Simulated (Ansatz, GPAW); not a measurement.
**TaN: programs and potentials compared**

```
Ta N
1.0
     0.00000    2.21132    2.21132
     2.21132    0.00000    2.21132
     2.21132    2.21132    0.00000
Ta N
1 1
Direct
  0.50000 0.50000 0.50000
  0.00000 0.00000 0.00000
```

The cell comes from a database or a generator and needn't be the stable form of this composition.

Alike in all runs: task single point; functional PBE; k mesh 10 × 10 × 10; occupations gaussian, width 0.023 eV; no spin polarisation; no spin-orbit coupling. A missing gap at this level doesn't show that the real crystal is a metal. Pressure is positive in compression and, in plane waves, holds the error of the finite cutoff, which Ansatz's Pulay term estimates and takes out.

```tsv
program and potentials	plane-wave cutoff (eV)	notes	band gap (eV)	pressure (GPa)
Ansatz, Ansatz PAW	420	-	?	?
GPAW, GPAW PAW data sets (gpaw-data 1.2.1)	800	-	no gap	-1.58
Ansatz, all-electron LAPW, scalar-relativistic	-	-	no gap	-1.21
```

Question: Estimate from the other rows what the run with Ansatz, Ansatz PAW gave.

Answer: No band gap; pressure -1.37 GPa. Its pressure holds a Pulay term of +0.49 GPa. The other rows, which needn't bracket it: pressure -1.58 to -1.21.
